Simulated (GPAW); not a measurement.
# CoO (I4/mmm) in GPAW: a series of runs

Runs on CoO. Level: PBE. Tasks: relaxation of cell and atoms.

Program: GPAW 26.7.0. These are calculated values, not measurements. Logs are shortened: lines on timing, memory, paths and dates and some standing lists are left out, and cuts for length are marked. The log counts tension as positive stress, the text compression.

### 1 The structure

It takes space group I4/mmm (No. 139, tetragonal). The conventional cell has a = 3.016 Å, b = 3.016 Å, c = 4.215 Å, α = 90.00°, β = 90.00°, γ = 90.00°. Co (site symmetry 4/mmm) has 6 O at 2.11 to 2.13 Å as nearest neighbours. Around O (site symmetry 4/mmm) lie 6 Co at 2.11 to 2.13 Å.

### 2 Relaxation of cell and atoms, PBE, collinear spin, ferromagnetic start, target pressure 5 GPa, at which the enthalpy is minimised

run.py

```python
from ase import Atoms
from ase.filters import FrechetCellFilter
from ase.io import write
from ase.optimize import BFGS
from ase.units import GPa
from gpaw import GPAW, PW

atoms = Atoms(['Co', 'O'],
              cell=[[-1.50800044, 1.50800044, 2.10725036],
                    [1.50800044, -1.50800044, 2.10725036],
                    [1.50800044, 1.50800044, -2.10725036]],
              scaled_positions=[[0.0, 0.0, 0.0],
                                [0.5, 0.5, 0.0]],
              pbc=True)
atoms.set_initial_magnetic_moments([2.0, 0.0])

calc = GPAW(mode=PW(800),
            xc='PBE',
            kpts={'size': (9, 9, 9), 'gamma': True},
            occupations={'name': 'fermi-dirac', 'width': 0.05},
            nbands=17,
            convergence={'density': 1e-05, 'forces': 0.0001},
            maxiter=150,
            txt='gpaw.txt')
atoms.calc = calc
opt = BFGS(FrechetCellFilter(atoms, scalar_pressure=5 * GPa), trajectory='relax.traj', logfile='-')
done = opt.run(fmax=0.02, steps=60)
calc.write('gs.gpw')
write('result.traj', atoms)
print('Converged:', done)
print('Cell:', atoms.cell.cellpar().round(4))
print('Volume:', round(atoms.get_volume(), 4))
print(atoms.get_scaled_positions().round(5))
```

Potentials or basis: GPAW PAW data sets (gpaw-data 1.2.1), pw.

Run with:

```
$ OMP_NUM_THREADS=1 python run.py
```

gpaw.txt:

```text
__  _  _
 | _ |_)|_||  |
 |__||  | ||/\| - 26.7.0

Input parameters:
  mode=PW(ecut=800.0),
  convergence={'density': 1e-05, 'forces': 0.0001},
  kpts=MonkhorstPack(size=(9, 9, 9), gamma=True),
  maxiter=150,
  nbands=17,
  occupations=Occupations(name='fermi-dirac', width=0.05),
  xc=XC(name='PBE')

Diagonalizing LCAO Hamiltonian
Converting LCAO to pw mode

       O

       Co

Atoms  # Å, Bohr magnetons
|   | symbol |        x |        y |        z |    initial magnetic moments |
|---|--------|----------|----------|----------|-----------------------------|
| 0 |     Co | 0.000000 | 0.000000 | 0.000000 | ( 0.0000,  0.0000,  2.0000) |
| 1 |      O | 0.000000 | 0.000000 | 2.107250 | ( 0.0000,  0.0000,  0.0000) |

Unit cell  # Å
| periodic |         x |         y |         z |  lengths |     angles |
|----------|-----------|-----------|-----------|----------|------------|
|      yes | -1.508000 |  1.508000 |  2.107250 | 2.998105 | 119.604700 |
|      yes |  1.508000 | -1.508000 |  2.107250 | 2.998105 | 119.604700 |
|      yes |  1.508000 |  1.508000 | -2.107250 | 2.998105 |  90.686055 |

Number of symmetries: 16
Symmetry operations  # r_c * U_cc + t_c -> r_c
|    | kind |            matrix            |
|----|------|------------------------------|
|  0 |  σ   |  1, 1, 1,  0, 0,-1,  0,-1, 0 |
|  1 |  C4  |  1, 1, 1,  0, 0,-1, -1, 0, 0 |
|  2 |  E   |  1, 0, 0,  0, 1, 0,  0, 0, 1 |
|  3 |  σ   |  1, 0, 0,  0, 1, 0, -1,-1,-1 |
|  4 |  σ   |  0, 1, 0,  1, 0, 0,  0, 0, 1 |
|  5 |  C2  |  0, 1, 0,  1, 0, 0, -1,-1,-1 |
|  6 |  C2  |  0, 0, 1, -1,-1,-1,  1, 0, 0 |
|  7 |  S4  |  0, 0, 1, -1,-1,-1,  0, 1, 0 |
|  8 |  C4  |  0, 0,-1,  1, 1, 1,  0,-1, 0 |
|  9 |  σ   |  0, 0,-1,  1, 1, 1, -1, 0, 0 |
| 10 |  σ   |  0,-1, 0, -1, 0, 0,  1, 1, 1 |
| 11 |  C2  |  0,-1, 0, -1, 0, 0,  0, 0,-1 |
| 12 |  C2  | -1, 0, 0,  0,-1, 0,  1, 1, 1 |
| 13 |  i   | -1, 0, 0,  0,-1, 0,  0, 0,-1 |
| 14 |  S4  | -1,-1,-1,  0, 0, 1,  1, 0, 0 |
| 15 |  C2  | -1,-1,-1,  0, 0, 1,  0, 1, 0 |
[... 210 lines left out ...]
Forces  # eV/Ang
|       x |       y |        z |
|---------|---------|----------|
| 0.00000 | 0.00000 |  0.00000 |  # Co   0
| 0.00000 | 0.00000 | -0.00000 |  # O    1

Interpolating wave functions to new cell

       O

       Co

Atoms  # Å, Bohr magnetons
|   | symbol |        x |        y |        z |    initial magnetic moments |
|---|--------|----------|----------|----------|-----------------------------|
| 0 |     Co | 0.000000 | 0.000000 | 0.000000 | ( 0.0000,  0.0000,  2.4975) |
| 1 |      O | 0.000000 | 0.000000 | 2.103122 | ( 0.0000,  0.0000,  0.2250) |

Unit cell  # Å
| periodic |         x |         y |         z |  lengths |     angles |
|----------|-----------|-----------|-----------|----------|------------|
|      yes | -1.504921 |  1.504921 |  2.103122 | 2.992105 | 119.607446 |
|      yes |  1.504921 | -1.504921 |  2.103122 | 2.992105 | 119.607446 |
|      yes |  1.504921 |  1.504921 | -2.103122 | 2.992105 |  90.681279 |

Number of symmetries: 16
Symmetry operations  # r_c * U_cc + t_c -> r_c
|    | kind |            matrix            |
|----|------|------------------------------|
|  0 |  σ   |  1, 1, 1,  0, 0,-1,  0,-1, 0 |
|  1 |  C4  |  1, 1, 1,  0, 0,-1, -1, 0, 0 |
|  2 |  E   |  1, 0, 0,  0, 1, 0,  0, 0, 1 |
|  3 |  σ   |  1, 0, 0,  0, 1, 0, -1,-1,-1 |
|  4 |  σ   |  0, 1, 0,  1, 0, 0,  0, 0, 1 |
|  5 |  C2  |  0, 1, 0,  1, 0, 0, -1,-1,-1 |
|  6 |  C2  |  0, 0, 1, -1,-1,-1,  1, 0, 0 |
|  7 |  S4  |  0, 0, 1, -1,-1,-1,  0, 1, 0 |
|  8 |  C4  |  0, 0,-1,  1, 1, 1,  0,-1, 0 |
|  9 |  σ   |  0, 0,-1,  1, 1, 1, -1, 0, 0 |
| 10 |  σ   |  0,-1, 0, -1, 0, 0,  1, 1, 1 |
| 11 |  C2  |  0,-1, 0, -1, 0, 0,  0, 0,-1 |
| 12 |  C2  | -1, 0, 0,  0,-1, 0,  1, 1, 1 |
| 13 |  i   | -1, 0, 0,  0,-1, 0,  0, 0,-1 |
| 14 |  S4  | -1,-1,-1,  0, 0, 1,  1, 0, 0 |
| 15 |  C2  | -1,-1,-1,  0, 0, 1,  0, 1, 0 |
[... 207 lines left out ...]
Forces  # eV/Ang
|        x |        y |        z |
|----------|----------|----------|
|  0.00000 |  0.00000 |  0.00000 |  # Co   0
| -0.00000 | -0.00000 | -0.00000 |  # O    1

Interpolating wave functions to new cell

       O

       Co

Atoms  # Å, Bohr magnetons
|   | symbol |         x |         y |         z |    initial magnetic moments |
|---|--------|-----------|-----------|-----------|-----------------------------|
| 0 |     Co |  0.000000 |  0.000000 | -0.000000 | ( 0.0000,  0.0000,  2.4838) |
| 1 |      O | -0.000000 | -0.000000 |  2.088566 | ( 0.0000,  0.0000,  0.2216) |

Unit cell  # Å
| periodic |         x |         y |         z |  lengths |     angles |
|----------|-----------|-----------|-----------|----------|------------|
|      yes | -1.493753 |  1.493753 |  2.088566 | 2.970640 | 119.624015 |
|      yes |  1.493753 | -1.493753 |  2.088566 | 2.970640 | 119.624015 |
|      yes |  1.493753 |  1.493753 | -2.088566 | 2.970640 |  90.652468 |

Number of symmetries: 16
Symmetry operations  # r_c * U_cc + t_c -> r_c
|    | kind |            matrix            |
|----|------|------------------------------|
|  0 |  σ   |  1, 1, 1,  0, 0,-1,  0,-1, 0 |
|  1 |  C4  |  1, 1, 1,  0, 0,-1, -1, 0, 0 |
|  2 |  E   |  1, 0, 0,  0, 1, 0,  0, 0, 1 |
|  3 |  σ   |  1, 0, 0,  0, 1, 0, -1,-1,-1 |
|  4 |  σ   |  0, 1, 0,  1, 0, 0,  0, 0, 1 |
|  5 |  C2  |  0, 1, 0,  1, 0, 0, -1,-1,-1 |
|  6 |  C2  |  0, 0, 1, -1,-1,-1,  1, 0, 0 |
|  7 |  S4  |  0, 0, 1, -1,-1,-1,  0, 1, 0 |
|  8 |  C4  |  0, 0,-1,  1, 1, 1,  0,-1, 0 |
|  9 |  σ   |  0, 0,-1,  1, 1, 1, -1, 0, 0 |
| 10 |  σ   |  0,-1, 0, -1, 0, 0,  1, 1, 1 |
| 11 |  C2  |  0,-1, 0, -1, 0, 0,  0, 0,-1 |
| 12 |  C2  | -1, 0, 0,  0,-1, 0,  1, 1, 1 |
| 13 |  i   | -1, 0, 0,  0,-1, 0,  0, 0,-1 |
| 14 |  S4  | -1,-1,-1,  0, 0, 1,  1, 0, 0 |
| 15 |  C2  | -1,-1,-1,  0, 0, 1,  0, 1, 0 |
[... 207 lines left out ...]
Forces  # eV/Ang
|       x |       y |        z |
|---------|---------|----------|
| 0.00000 | 0.00000 | -0.00000 |  # Co   0
| 0.00000 | 0.00000 |  0.00000 |  # O    1

Interpolating wave functions to new cell

       O

       Co

Atoms  # Å, Bohr magnetons
|   | symbol |         x |         y |         z |    initial magnetic moments |
|---|--------|-----------|-----------|-----------|-----------------------------|
| 0 |     Co |  0.000000 |  0.000000 | -0.000000 | ( 0.0000,  0.0000,  2.4350) |
| 1 |      O | -0.000000 | -0.000000 |  2.089415 | ( 0.0000,  0.0000,  0.2106) |

Unit cell  # Å
| periodic |         x |         y |         z |  lengths |     angles |
|----------|-----------|-----------|-----------|----------|------------|
|      yes | -1.494005 |  1.494005 |  2.089415 | 2.971491 | 119.631846 |
|      yes |  1.494005 | -1.494005 |  2.089415 | 2.971491 | 119.631846 |
|      yes |  1.494005 |  1.494005 | -2.089415 | 2.971491 |  90.638853 |

Number of symmetries: 16
Symmetry operations  # r_c * U_cc + t_c -> r_c
|    | kind |            matrix            |
|----|------|------------------------------|
|  0 |  σ   |  1, 1, 1,  0, 0,-1,  0,-1, 0 |
|  1 |  C4  |  1, 1, 1,  0, 0,-1, -1, 0, 0 |
|  2 |  E   |  1, 0, 0,  0, 1, 0,  0, 0, 1 |
|  3 |  σ   |  1, 0, 0,  0, 1, 0, -1,-1,-1 |
|  4 |  σ   |  0, 1, 0,  1, 0, 0,  0, 0, 1 |
|  5 |  C2  |  0, 1, 0,  1, 0, 0, -1,-1,-1 |
|  6 |  C2  |  0, 0, 1, -1,-1,-1,  1, 0, 0 |
|  7 |  S4  |  0, 0, 1, -1,-1,-1,  0, 1, 0 |
|  8 |  C4  |  0, 0,-1,  1, 1, 1,  0,-1, 0 |
|  9 |  σ   |  0, 0,-1,  1, 1, 1, -1, 0, 0 |
| 10 |  σ   |  0,-1, 0, -1, 0, 0,  1, 1, 1 |
| 11 |  C2  |  0,-1, 0, -1, 0, 0,  0, 0,-1 |
| 12 |  C2  | -1, 0, 0,  0,-1, 0,  1, 1, 1 |
| 13 |  i   | -1, 0, 0,  0,-1, 0,  0, 0,-1 |
| 14 |  S4  | -1,-1,-1,  0, 0, 1,  1, 0, 0 |
| 15 |  C2  | -1,-1,-1,  0, 0, 1,  0, 1, 0 |
[... 205 lines left out ...]
Forces  # eV/Ang
|       x |       y |        z |
|---------|---------|----------|
| 0.00000 | 0.00000 | -0.00000 |  # Co   0
| 0.00000 | 0.00000 | -0.00000 |  # O    1

Interpolating wave functions to new cell

       O

       Co

Atoms  # Å, Bohr magnetons
|   | symbol |         x |        y |         z |    initial magnetic moments |
|---|--------|-----------|----------|-----------|-----------------------------|
| 0 |     Co |  0.000000 | 0.000000 | -0.000000 | ( 0.0000,  0.0000,  2.4364) |
| 1 |      O | -0.000000 | 0.000000 |  2.090774 | ( 0.0000,  0.0000,  0.2109) |

Unit cell  # Å
| periodic |         x |         y |         z |  lengths |     angles |
|----------|-----------|-----------|-----------|----------|------------|
|      yes | -1.493955 |  1.493955 |  2.090774 | 2.972396 | 119.654387 |
|      yes |  1.493955 | -1.493955 |  2.090774 | 2.972396 | 119.654387 |
|      yes |  1.493955 |  1.493955 | -2.090774 | 2.972396 |  90.599668 |

Number of symmetries: 16
Symmetry operations  # r_c * U_cc + t_c -> r_c
|    | kind |            matrix            |
|----|------|------------------------------|
|  0 |  σ   |  1, 1, 1,  0, 0,-1,  0,-1, 0 |
|  1 |  C4  |  1, 1, 1,  0, 0,-1, -1, 0, 0 |
|  2 |  E   |  1, 0, 0,  0, 1, 0,  0, 0, 1 |
|  3 |  σ   |  1, 0, 0,  0, 1, 0, -1,-1,-1 |
|  4 |  σ   |  0, 1, 0,  1, 0, 0,  0, 0, 1 |
|  5 |  C2  |  0, 1, 0,  1, 0, 0, -1,-1,-1 |
|  6 |  C2  |  0, 0, 1, -1,-1,-1,  1, 0, 0 |
|  7 |  S4  |  0, 0, 1, -1,-1,-1,  0, 1, 0 |
|  8 |  C4  |  0, 0,-1,  1, 1, 1,  0,-1, 0 |
|  9 |  σ   |  0, 0,-1,  1, 1, 1, -1, 0, 0 |
| 10 |  σ   |  0,-1, 0, -1, 0, 0,  1, 1, 1 |
| 11 |  C2  |  0,-1, 0, -1, 0, 0,  0, 0,-1 |
| 12 |  C2  | -1, 0, 0,  0,-1, 0,  1, 1, 1 |
| 13 |  i   | -1, 0, 0,  0,-1, 0,  0, 0,-1 |
| 14 |  S4  | -1,-1,-1,  0, 0, 1,  1, 0, 0 |
| 15 |  C2  | -1,-1,-1,  0, 0, 1,  0, 1, 0 |
[... 196 lines left out ...]
No gap
No difference between direct/indirect transitions

Stress tensor  # eV/Ang^3
|         x |         y |         z |
|-----------|-----------|-----------|
| -0.029330 |  0.000000 | -0.000000 |
|  0.000000 | -0.029330 | -0.000000 |
| -0.000000 | -0.000000 | -0.032789 |

Forces  # eV/Ang
|        x |       y |       z |
|----------|---------|---------|
|  0.00000 | 0.00000 | 0.00000 |  # Co   0
| -0.00000 | 0.00000 | 0.00000 |  # O    1

# Writing to gs.gpw (mode='')
```

Wall time 5.8 min (1 thread of Intel Xeon Platinum 8259CL at 2.50GHz (Skylake/Cascade Lake), shared host); peak memory 0.36 GiB.

Results:

```yaml
Free_energy: -14.4733 eV
Relaxed_volume: 9.33 Å³/atom
Relaxed_cell: a = 2.972 Å, b = 2.972 Å, c = 2.972 Å, α = 119.65°, β = 119.65°, γ = 90.60°
Space_group_after_relaxing_to_0.05_Å: I4/mmm (No. 139)
Energy_change_on_relaxing_the_enthalpy_is_what_falls: +4.3 meV/atom
Ionic_steps: 5
Pressure_after_relaxing: 4.9 GPa
Band_gap_on_the_k_mesh: none (metal or under the smearing width)
Net_moment: 2.80 μB per cell
Site_moments: Co +2.44; O +0.21 μB
```

The path:
```
step  energy change (eV)  largest force (eV/Å)  pressure (GPa)  volume (Å³)
   1              0.0000                0.0000            0.28        19.17
   2              0.0008                0.0000            1.28        19.05
   3              0.0095                0.0000            5.15        18.64
   4              0.0090                0.0000            5.00        18.65
   5              0.0087                0.0000            4.88        18.67
```

Final structure:
```
CELL_PARAMETERS angstrom
-1.49396 1.49396 2.09077
1.49396 -1.49396 2.09077
1.49396 1.49396 -2.09077
ATOMIC_POSITIONS crystal
Co 0.00000 0.00000 0.00000
O 0.50000 0.50000 0.00000
```

Levels at points of the mesh, in eV from the Fermi level:
Spin up:
```csv
k point,band 6,band 7,band 8,band 9,band 10,band 11,band 12,band 13
"(0.00, 0.00, 0.00)",-3.26,-3.13,-3.13,-3.03,1.03,16.88,18.22,18.22
```
Spin down:
```
           k point  band 3  band 4  band 5  band 6  band 7  band 8  band 9  band 10
(0.00, 0.00, 0.00)   -2.88   -2.88   -1.21   -1.21   -1.17   -0.01    0.02     1.55
```

Caveat: each step starts from the last one's moments, so a moment once lost doesn't come back; later steps reuse the first step's grids; a cell with one magnetic atom can't hold antiferromagnetic order, which such compounds often take; semilocal functionals often make such compounds metallic where correlation or magnetic order opens a gap, which also shifts bond lengths.

### 3 Relaxation of cell and atoms, PBE, collinear spin, ferromagnetic start, target pressure 10 GPa, at which the enthalpy is minimised

run.py

```python
from ase.filters import FrechetCellFilter
from ase.io import read, write
from ase.optimize import BFGS
from ase.units import GPa
from gpaw import GPAW, PW

atoms = read('CoO.xyz')
atoms.set_initial_magnetic_moments([2.0, 0.0])

calc = GPAW(mode=PW(800),
            xc='PBE',
            kpts={'size': (9, 9, 9), 'gamma': True},
            occupations={'name': 'fermi-dirac', 'width': 0.05},
            nbands=17,
            convergence={'density': 1e-05, 'forces': 0.0001},
            maxiter=150,
            txt='gpaw.txt')
atoms.calc = calc
opt = BFGS(FrechetCellFilter(atoms, scalar_pressure=10 * GPa), trajectory='relax.traj', logfile='-')
done = opt.run(fmax=0.02, steps=60)
calc.write('gs.gpw')
write('result.traj', atoms)
print('Converged:', done)
print('Cell:', atoms.cell.cellpar().round(4))
print('Volume:', round(atoms.get_volume(), 4))
print(atoms.get_scaled_positions().round(5))
```

CoO.xyz

```xyz
2
Lattice="-1.5080004400 1.5080004400 2.1072503600 1.5080004400 -1.5080004400 2.1072503600 1.5080004400 1.5080004400 -2.1072503600" Properties=species:S:1:pos:R:3 pbc="T T T"
Co     0.0000000000      0.0000000000      0.0000000000
O      0.0000000000      0.0000000000      2.1072503600
```

Potentials or basis: GPAW PAW data sets (gpaw-data 1.2.1), pw.

Run with:

```
$ OMP_NUM_THREADS=1 python run.py
```

Wall time 7 min (1 thread of Intel Xeon Platinum 8259CL at 2.50GHz (Skylake/Cascade Lake), shared host); peak memory 0.34 GiB.

The run converged. Its results:

| Quantity | Value |
| --- | --- |
| Free energy | -14.4507 eV |
| Relaxed volume | 9.10 Å³/atom |
| Relaxed cell | a = 2.953 Å, b = 2.953 Å, c = 2.953 Å, α = 120.04°, β = 120.04°, γ = 89.94° |
| Space group after relaxing (to 0.05 Å) | Fm-3m (No. 225) |
| Energy change on relaxing (the enthalpy is what falls) | +15.2 meV/atom |
| Ionic steps | 6 |
| Pressure after relaxing | 10.1 GPa |
| Band gap on the k mesh | none (metal or under the smearing width) |
| Net moment | 2.74 μB per cell |
| Site moments | Co +2.39; O +0.20 μB |

Step by step:
```tsv
step	energy change (eV)	largest force (eV/Å)	pressure (GPa)	volume (Å³)
1	0.0000	0.0000	0.28	19.17
2	0.0024	0.0000	2.37	18.93
3	0.0349	0.0000	10.86	18.13
4	0.0299	0.0000	9.94	18.21
5	0.0299	0.0000	9.93	18.21
6	0.0304	0.0000	10.07	18.19
```

Final structure:
```
Co O
1.0
    -1.47550    1.47550    2.08904
     1.47550   -1.47550    2.08904
     1.47550    1.47550   -2.08904
Co O
1 1
Direct
  0.00000 0.00000 0.00000
  0.50000 0.50000 0.00000
```

Levels at points of the mesh, in eV from the Fermi level:
Spin up:
| k point | band 5 | band 6 | band 7 | band 8 | band 9 | band 10 | band 11 | band 12 | band 13 |
| --- | --- | --- | --- | --- | --- | --- | --- | --- | --- |
| (0.00, 0.00, 0.00) | -3.26 | -3.25 | -3.13 | -3.11 | -3.11 | 1.18 | 16.96 | 18.44 | 18.45 |
Spin down:
| k point | band 4 | band 5 | band 6 | band 7 | band 8 | band 9 |
| --- | --- | --- | --- | --- | --- | --- |
| (0.00, 0.00, 0.00) | -3.03 | -1.26 | -1.26 | -1.26 | -0.04 | -0.04 |

Caveat: each step starts from the last one's moments, so a moment once lost doesn't come back; later steps reuse the first step's grids; a cell with one magnetic atom can't hold antiferromagnetic order, which such compounds often take; semilocal functionals often make such compounds metallic where correlation or magnetic order opens a gap, which also shifts bond lengths.
